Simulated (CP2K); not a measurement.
A run of CP2K 2026.2 is set up as follows.

The input zrb2_bands.inp:

```
&GLOBAL
  PROJECT zrb2_bands
  RUN_TYPE ENERGY_FORCE
  PRINT_LEVEL LOW
&END GLOBAL
&FORCE_EVAL
  METHOD QS
  STRESS_TENSOR ANALYTICAL
  &DFT
    BASIS_SET_FILE_NAME BASIS_MOLOPT_UZH
    POTENTIAL_FILE_NAME POTENTIAL_UZH
    &MGRID
      CUTOFF 450
      REL_CUTOFF 60
      NGRIDS 5
    &END MGRID
    &QS
      METHOD GPW
      EPS_DEFAULT 1.0E-9
    &END QS
    &KPOINTS
      SCHEME MONKHORST-PACK 10 10 8
      GAMMA_CENTERED T
      SYMMETRY T
      SYMMETRY_BACKEND SPGLIB
    &END KPOINTS
    &SCF
      SCF_GUESS ATOMIC
      EPS_SCF 1.0E-6
      MAX_SCF 100
      ADDED_MOS 15
      CHOLESKY OFF
      EPS_EIGVAL 1.0E-7
      &DIAGONALIZATION ON
        ALGORITHM STANDARD
      &END DIAGONALIZATION
      &MIXING ON
        METHOD BROYDEN_MIXING
        ALPHA 0.4
        BETA 1.5
        NBUFFER 8
      &END MIXING
      &SMEAR ON
        METHOD FERMI_DIRAC
        ELECTRONIC_TEMPERATURE [K] 580.226
      &END SMEAR
    &END SCF
    &XC
      &XC_FUNCTIONAL
        &GGA_X_PBE
        &END GGA_X_PBE
        &GGA_C_PBE
        &END GGA_C_PBE
      &END XC_FUNCTIONAL
    &END XC
    &PRINT
      &KPOINTS ON
      &END KPOINTS
      &MULLIKEN ON
      &END MULLIKEN
      &MO ON
        ENERGIES T
        OCCUPATION_NUMBERS T
        &EACH
          QS_SCF 0
        &END EACH
        ADD_LAST NUMERIC
      &END MO
      &BAND_STRUCTURE
        FILE_NAME bands.bs
        ADDED_MOS 6
        &KPOINT_SET
          UNITS B_VECTOR
          NPOINTS 6
          SPECIAL_POINT GAMMA 0.00000000 0.00000000 0.00000000
          SPECIAL_POINT M 0.50000000 0.00000000 0.00000000
          SPECIAL_POINT K 0.33333333 0.33333333 0.00000000
          SPECIAL_POINT GAMMA 0.00000000 0.00000000 0.00000000
          SPECIAL_POINT A 0.00000000 0.00000000 0.50000000
          SPECIAL_POINT L 0.50000000 0.00000000 0.50000000
          SPECIAL_POINT H 0.33333333 0.33333333 0.50000000
          SPECIAL_POINT A 0.00000000 0.00000000 0.50000000
        &END KPOINT_SET
        &KPOINT_SET
          UNITS B_VECTOR
          NPOINTS 6
          SPECIAL_POINT L 0.50000000 0.00000000 0.50000000
          SPECIAL_POINT M 0.50000000 0.00000000 0.00000000
        &END KPOINT_SET
        &KPOINT_SET
          UNITS B_VECTOR
          NPOINTS 6
          SPECIAL_POINT K 0.33333333 0.33333333 0.00000000
          SPECIAL_POINT H 0.33333333 0.33333333 0.50000000
        &END KPOINT_SET
      &END BAND_STRUCTURE
    &END PRINT
  &END DFT
  &SUBSYS
    &CELL
      ABC 3.1700000000 3.1700000000 3.5330000000
      ALPHA_BETA_GAMMA 90.0000000000 90.0000000000 120.0000000000
      PERIODIC XYZ
    &END CELL
    &COORD
      SCALED
      Zr  0.0000000000 0.0000000000 0.0000000000
      B   0.6666666667 0.3333333333 0.5000000000
      B   0.3333333333 0.6666666667 0.5000000000
    &END COORD
    &KIND Zr
      BASIS_SET DZVP-MOLOPT-PBE-GTH-q12
      POTENTIAL GTH-PBE-q12
    &END KIND
    &KIND B
      BASIS_SET DZVP-MOLOPT-PBE-GTH-q3
      POTENTIAL GTH-PBE-q3
    &END KIND
    &PRINT
      &ATOMIC_COORDINATES ON
      &END ATOMIC_COORDINATES
      &CELL ON
      &END CELL
    &END PRINT
  &END SUBSYS
  &PRINT
    &FORCES ON
    &END FORCES
    &STRESS_TENSOR ON
    &END STRESS_TENSOR
  &END PRINT
&END FORCE_EVAL
```

Potentials or basis: POTENTIAL_UZH Zr GTH-PBE-q12, B GTH-PBE-q3; DZVP-MOLOPT-PBE-GTH basis.

Launch:

```bash
$ OMP_NUM_THREADS=1 cp2k.psmp -i zrb2_bands.inp -o zrb2_bands.out
```

Question: What does it give for the Mulliken charges?

Answer: Zr +0.06; B -0.03 e.

Question: Predict the pressure.

Answer: 2.2 GPa.

Question: Estimate the band gap on the k mesh.

Answer: None (metal or under the smearing width).

Stress tensor (GPa, compression positive):
```
1.71 0.00 0.00
0.00 1.71 0.00
0.00 0.00 3.29
```

Caveat: the basis of atomic orbitals isn't converged, which shifts pressures, moduli and gaps.
